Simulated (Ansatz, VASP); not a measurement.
## Two plane-wave programs on AlN

```
CELL_PARAMETERS angstrom
0.00000 2.15123 2.18399
2.15123 0.00000 2.18399
2.15123 2.15123 0.00000
ATOMIC_POSITIONS crystal
Al 0.00000 0.00000 0.00000
N 0.75000 0.75000 0.75000
```

Change from the starting cell: strain -0.0150 x Voigt [1, 1, 0, 0, 0, 0], atoms carried along.

Alike in both runs: task single point; functional PBE; k mesh 10 × 10 × 10; occupations gaussian, width 0.05 eV; no spin polarisation.

|  | VASP | Ansatz |
| --- | --- | --- |
| version | VASP 6.6.1 | Ansatz 0.2.0 |
| potentials or method | VASP PAW PBE potentials, release 64 (Al, N) | scalar-relativistic, plane waves, PAW |
| plane-wave cutoff (eV) | 520 | 420 |
| valence electrons in the cell | 8 | 8 |

Ansatz gave:

- gap on the k mesh at the Fermi level (eV): 3.30
- least direct gap on the mesh (eV): 4.43
- pressure (GPa): 11.6
- largest component of the traceless stress (GPa): 1.35

Q: What did VASP give for the same quantities?

A: gap on the k mesh at the Fermi level (eV): 3.29; least direct gap on the mesh (eV): 4.44; pressure (GPa): 11.4; largest component of the traceless stress (GPa): 1.35.

A k mesh can miss the band edges.
